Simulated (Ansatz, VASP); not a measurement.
**C in VASP and in Ansatz**

```xyz
2
Lattice="0.0000 1.8684 1.8684 1.8684 0.0000 1.8684 1.8684 1.8684 0.0000" Properties=species:S:1:pos:R:3 pbc="T T T"
C     2.8026    2.8026    2.8026
C     1.8684    1.8684    1.8684
```

Change from the starting cell: volume scaled by 1.15.

Alike in both runs: functional r2SCAN; dispersion rVV10; k mesh 13 × 13 × 13; occupations gaussian, width 0.05 eV; no spin polarisation.

```csv
,VASP,Ansatz
version,VASP 6.6.1,Ansatz 0.2.0
potentials or method,"VASP PAW PBE potentials, release 64 (C), cutoff 520 eV",all-electron PAW datasets made for the crystal
task,single point,band structure
```

|  | VASP | Ansatz | Ansatz less VASP |
| --- | --- | --- | --- |
| gap on the k mesh at the Fermi level (eV) | 3.99 | 4.01 | +0.019 |
| least direct gap on the mesh (eV) | 5.44 | 5.48 | +0.031 |
| pressure (GPa) | -50.1 | -50.9 | -0.78 |

Ansatz ran all-electron here, so the differences hold the error of VASP's frozen core and of both bases.

Caveats: the cell as given lies far from equilibrium; so large a pressure means that the cell lies far from this level's equilibrium, or that cutoff or potentials fall short; the potentials were made for another functional, which shifts forces and pressure (VASP); an odd mesh through Γ misses points on the zone boundary, where band edges often lie (VASP).
